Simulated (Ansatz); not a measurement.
Crystal: MnSb.

```
Sb Mn
1.0
     4.15000    0.00000    0.00000
    -2.07500    3.59401    0.00000
     0.00000    0.00000    5.78000
Sb Mn
2 2
Cartesian
  2.0750 1.1980 4.3350
  0.0000 2.3960 1.4450
  0.0000 0.0000 2.8900
  0.0000 0.0000 0.0000
```

Base run:

```yaml
Program: Ansatz 0.2.0
Functional: LDA
Potentials_or_basis: Ansatz PAW
Cutoff: "420 eV (not typed: the program's choice for these potentials)"
k_mesh: 7 × 7 × 5
Occupations: fermi-dirac, width 0.05 eV
Spin: collinear spin, ferromagnetic start
Starting_moments: "[0.0, 0.0, 4.0, 4.0] μB"
Hubbard_terms: Mn d U = 1 eV
```

Its results: band gap on the k mesh none (metal or under the smearing width); pressure -6.9 GPa; net moment 7.13 μB per cell; site moments Sb -0.12; Mn +3.62 μB.

Problem. After a change of settings the same cell gave: band gap on the k mesh none (metal or under the smearing width); pressure 4.8 GPa; net moment 8.23 μB per cell; site moments Sb -0.21; Mn +4.29 μB. Which change was it?
A. hubbard terms from Mn d U = 1 eV to Mn d U = 6 eV
B. hubbard terms from Mn d U = 1 eV to Mn d U = 4 eV
C. hubbard terms from Mn d U = 1 eV to none; hubbard projectors from ortho-atomic (the default) to none

Solution. A.

Caveats: the magnetic or orbital state may not be the lowest; spin-orbit coupling is left out, which moves the levels of the heavy elements; only a ferromagnetic start was run, and an antiferromagnetic order may lie lower in energy; the PAW data sets come from PBE, with cores solved anew for the run's functional, which leaves a small shift of forces and pressure; the U is typed as a test and isn't derived for this compound.

Runs at the PBE level aren't shown here.
